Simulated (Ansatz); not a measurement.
# BaTiO$_{3}$: computed DOS

```cif
data_structure
_symmetry_space_group_name_H-M 'P 1'
_symmetry_Int_Tables_number 1
_cell_length_a 3.9998
_cell_length_b 3.9998
_cell_length_c 4.0180
_cell_angle_alpha 90.000
_cell_angle_beta 90.000
_cell_angle_gamma 90.000
_cell_volume 64.28
loop_
_atom_site_label
_atom_site_type_symbol
_atom_site_fract_x
_atom_site_fract_y
_atom_site_fract_z
_atom_site_occupancy
Ba1 Ba 0.00000 0.00000 0.00000 1
Ti1 Ti 0.50000 0.50000 0.50000 1
O1 O 0.50000 0.50000 0.00000 1
O2 O 0.50000 0.00000 0.50000 1
O3 O 0.00000 0.50000 0.50000 1
```

The runs use the primitive cell with vectors (4.000, 0.000, 0.000), (0.000, 4.000, 0.000), (0.000, 0.000, 4.018) Å, to which the k mesh refers.

The geometry is COD entry 2100860, unchecked; take it as a test cell.

No spin–orbit coupling, which matters for the heavy atoms here.

All numbers below come from DFT, PBEsol, all-electron LAPW, scalar-relativistic (Ansatz 0.2.0).

Settings: a Γ-centred 7×7×7 k mesh, Fermi–Dirac smearing of 0.03 eV, basis error target 1 meV/atom, no spin polarisation.

(1) Which of the resolved shells contributes most in the top eV of the valence band?

(2) Where is the centre of the filled Ti 3d states between -13 eV and the top of the filled states?

(3) Tabulate the density of states.

## Answers

(1) O 2p, with 93 % of all states there; Ti 3d follows with 2 %.

(2) -2.98 eV from the valence-band top.

(3) States per eV and cell, averaged over 0.4 eV, from -4.5 to 3.7 eV, with energies (bin centres) from the valence-band top; empty bins are left out. The partial columns, the largest 5 alone, are projections on Löwdin-orthogonalised atomic shells (those that the program's projection atoms carry: the occupied ones and, for some elements, an empty d or f shell; other empty shells have no column), summed over atoms of an element. Weights on diffuse s and p shells depend on that basis and aren't pure angular character.
```json
{"E (eV)": "-4.4", "total": "0.22", "O 2p": "0.18", "Ti 3d": "0.01", "Ba 5p": "0.00", "Ba 6s": "0.00", "Ti 4s": "0.03"}
{"E (eV)": "-4.0", "total": "3.10", "O 2p": "2.30", "Ti 3d": "0.47", "Ba 5p": "0.01", "Ba 6s": "0.02", "Ti 4s": "0.24"}
{"E (eV)": "-3.6", "total": "3.39", "O 2p": "2.37", "Ti 3d": "0.81", "Ba 5p": "0.03", "Ba 6s": "0.06", "Ti 4s": "0.06"}
{"E (eV)": "-3.2", "total": "4.17", "O 2p": "3.05", "Ti 3d": "0.87", "Ba 5p": "0.04", "Ba 6s": "0.06", "Ti 4s": "0.03"}
{"E (eV)": "-2.8", "total": "5.78", "O 2p": "4.60", "Ti 3d": "0.74", "Ba 5p": "0.13", "Ba 6s": "0.05", "Ti 4s": "0.02"}
{"E (eV)": "-2.4", "total": "6.38", "O 2p": "4.80", "Ti 3d": "1.02", "Ba 5p": "0.35", "Ba 6s": "0.01", "Ti 4s": "0.00"}
{"E (eV)": "-2.0", "total": "3.14", "O 2p": "2.45", "Ti 3d": "0.48", "Ba 5p": "0.10", "Ba 6s": "0.01", "Ti 4s": "0.00"}
{"E (eV)": "-1.6", "total": "3.26", "O 2p": "2.80", "Ti 3d": "0.25", "Ba 5p": "0.05", "Ba 6s": "0.03", "Ti 4s": "0.01"}
{"E (eV)": "-1.2", "total": "2.57", "O 2p": "2.33", "Ti 3d": "0.10", "Ba 5p": "0.03", "Ba 6s": "0.02", "Ti 4s": "0.00"}
{"E (eV)": "-0.8", "total": "7.21", "O 2p": "6.62", "Ti 3d": "0.22", "Ba 5p": "0.13", "Ba 6s": "0.03", "Ti 4s": "0.00"}
{"E (eV)": "-0.4", "total": "4.75", "O 2p": "4.45", "Ti 3d": "0.10", "Ba 5p": "0.08", "Ba 6s": "0.01", "Ti 4s": "0.00"}
{"E (eV)": "0.0", "total": "1.04", "O 2p": "1.01", "Ti 3d": "0.00", "Ba 5p": "0.00", "Ba 6s": "0.00", "Ti 4s": "0.00"}
{"E (eV)": "2.0", "total": "0.55", "O 2p": "0.03", "Ti 3d": "0.51", "Ba 5p": "0.00", "Ba 6s": "0.00", "Ti 4s": "0.00"}
{"E (eV)": "2.4", "total": "1.57", "O 2p": "0.17", "Ti 3d": "1.37", "Ba 5p": "0.00", "Ba 6s": "0.00", "Ti 4s": "0.00"}
{"E (eV)": "2.8", "total": "1.92", "O 2p": "0.30", "Ti 3d": "1.57", "Ba 5p": "0.00", "Ba 6s": "0.00", "Ti 4s": "0.00"}
{"E (eV)": "3.2", "total": "3.44", "O 2p": "0.65", "Ti 3d": "2.68", "Ba 5p": "0.00", "Ba 6s": "0.02", "Ti 4s": "0.00"}
{"E (eV)": "3.6", "total": "5.53", "O 2p": "1.14", "Ti 3d": "4.14", "Ba 5p": "0.00", "Ba 6s": "0.06", "Ti 4s": "0.00"}
```
